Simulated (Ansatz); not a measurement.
The system is CaO.

```
Ca O
1.0
     0.00000    2.40356    2.40356
     2.40356    0.00000    2.40356
     2.40356    2.40356    0.00000
Ca O
1 1
Direct
  0.00000 0.00000 0.00000
  0.50000 0.50000 0.50000
```

The cell is a database's computed one.

Base run:

| Quantity | Value |
| --- | --- |
| Program | Ansatz 0.2.0 |
| Functional | PBE |
| Potentials or basis | all-electron LAPW, scalar-relativistic |
| Cutoff | 246 eV (chosen from the basis error) |
| Basis error allowed | 0.001 eV/atom |
| k mesh | 10 × 10 × 10 |
| Occupations | fermi-dirac, width 0.05 eV |
| Spin | no spin polarisation |

Its results: band gap on the k mesh 3.65 eV, indirect (least direct gap 4.03 eV); pressure 1.6 GPa.

Problem. The run is repeated on the same cell with these changes: functional from PBE to RPBE. What comes out?

Solution. Band gap on the k mesh 3.76 eV, indirect (least direct gap 4.13 eV); pressure 5.4 GPa.

RPBE binds less tightly than PBE, so the same cell stands under more pressure.
